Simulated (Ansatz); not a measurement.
CuO:

```
CELL_PARAMETERS angstrom
3.42205 0.00000 0.00000
0.00000 3.42205 0.00000
0.00000 0.00000 4.26046
ATOMIC_POSITIONS crystal
Cu 0.00000 0.50000 0.00000
Cu 0.50000 0.00000 0.50000
O 0.00000 0.00000 0.25000
O 0.00000 0.00000 0.75000
```

Measurements of this composition are mostly on another form, of space group No. 15.

Base run:

```yaml
Program: Ansatz 0.2.0
Functional: PBE
Potentials_or_basis: Ansatz PAW
Cutoff: "420 eV (not typed: the program's choice for these potentials)"
k_mesh: 8 × 8 × 6
Occupations: fermi-dirac, width 0.05 eV
Spin: no spin polarisation
Hubbard_terms: Cu d U = 5 eV
```

Its results: band gap on the k mesh none (metal or under the smearing width); pressure 0.1 GPa.

Task: The run is repeated on the same cell with these changes: hubbard terms from Cu d U = 5 eV to Cu d U = 3 eV. What comes out?

Result: Band gap on the k mesh none (metal or under the smearing width); pressure -1.2 GPa.

Caveats: the run has no spin polarisation, though such a crystal can be magnetic; U without spin polarisation on a metal has little footing.
